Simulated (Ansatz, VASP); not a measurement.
One calculation of SiC, two programs

INCAR

```
SYSTEM = SiC
  ALGO = Fast
  EDIFF = 1E-7
  EDIFFG = -0.002
  ENCUT = 520
  GGA = PE
  IBRION = 2
  ISIF = 2
  ISMEAR = 0
  LASPH = .TRUE.
  LCHARG = .FALSE.
  LREAL = .FALSE.
  LWAVE = .FALSE.
  NELM = 100
  NSW = 60
  PREC = Accurate
  SIGMA = 0.02
```

The input KPOINTS:

```
k-points
0
G
  10 10 10
  0 0 0
```

POSCAR

```
SiC
1.0
    0.0143390800      2.1822991806      2.1679601006
    2.1822991806      0.0143390800      2.1679601006
    2.1966382606      2.1966382606      0.0000000000
Si C
1 1
Direct
    0.0006701770      0.0006701770     -0.0006701770
    0.2493298230      0.2493298230      0.2506701770
```

Input for Ansatz:

```yaml
crystal:
  lattice:
    - [0.01433908, 2.1822991806, 2.1679601006]
    - [2.1822991806, 0.01433908, 2.1679601006]
    - [2.1966382606, 2.1966382606, 0.0]
  atoms:
    - { symbol: Si, position: [0.000670177, 0.000670177, -0.000670177] }
    - { symbol: C, position: [0.249329823, 0.249329823, 0.250670177] }
basis:
  ecutwfc: 420
kpoints:
  mp_grid: { grid: [10, 10, 10] }
hamiltonian:
  xc: pbe
  pseudopotentials: { kind: paw, azcp: { folder: soft_1 } }
scf:
  occupations: { method: gaussian, width: 0.02 }
output:
  forces: true
  stress: true
  eigenvalues: true
relax:
  adjacent_minimum: "off"
  f_tol: 0.002
  max_steps: 40
```

Change from the starting cell: strained cell.

Alike in both runs: task relaxation of the atoms; functional PBE; k mesh 10 × 10 × 10; occupations gaussian, width 0.02 eV; no spin polarisation.

|  | VASP | Ansatz |
| --- | --- | --- |
| version | VASP 6.6.1 | Ansatz 0.2.0 |
| potentials or method | VASP PAW PBE potentials, release 64 (Si, C) | scalar-relativistic, plane waves, PAW |
| plane-wave cutoff (eV) | 520 | 420 |
| valence electrons in the cell | 8 | 8 |

```csv
,VASP,Ansatz,Ansatz less VASP
"gap on the k mesh at the Fermi level, each at its own relaxed structure (eV)",1.26,1.26,+0.003
```

Ansatz warned: «stress_scf_threshold_loose».

Caveats: the relaxation stopped at its first step, so nothing moved. A k mesh can miss the band edges.
